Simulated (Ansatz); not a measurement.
## CaSe: one input, then a changed one

The geometry is COD entry 1010880, unchecked; take it as a test cell. It is an old determination, and later ones may differ. The listed cell was then made from it by scaling, straining or moving an atom.

First run: DFT, PBE, PAW with Ansatz's default frozen-core files, scalar-relativistic (Ansatz 0.2.0).

Command: `ansatz run input.yaml --threads 1 --pin off --max-ram 2048MiB --backend cpu --events-out ev --progress --plain --runs-dir out` The run took 4.8 s on 1 thread of Arm Neoverse V2, with other jobs on the host.

```yaml
crystal:
  lattice:
    - [0.0, 2.9948991977, 2.9948991977]
    - [2.9948991977, 0.0, 2.9948991977]
    - [2.9948991977, 2.9948991977, 0.0]
  atoms:
    - { symbol: Ca, position: [0.0, 0.0, 0.0] }
    - { symbol: Se, position: [0.5, 0.5, 0.5] }
kpoints:
  mp_grid: { grid: [7, 7, 7] }
scf:
  occupations: { method: fermi_dirac, width: 0.02 }
hamiltonian:
  xc: pbe
  pseudopotentials: { kind: paw }
output:
  forces: true
  stress: true
  efg: { contact_densities: true }
relax:
  f_tol: 0.005
  max_steps: 80
  cell: {}
```

Result: converged; relaxed volume 26.443 Å³/atom; 20 SCF iterations in all.

The input is then changed:

```diff
@@ -14,4 +14,5 @@
   xc: pbe
   pseudopotentials: { kind: paw }
+  dispersion: d3bj
 output:
   forces: true
@@ -22,3 +23,5 @@
   max_steps: 80
   cell: {}
+basis:
+  ecutwfc: "800 eV"
```

**Question.** Predict the outcome of the changed run.

**Answer.** It converged; relaxed volume 25.277 Å³/atom; 25 SCF iterations in all.
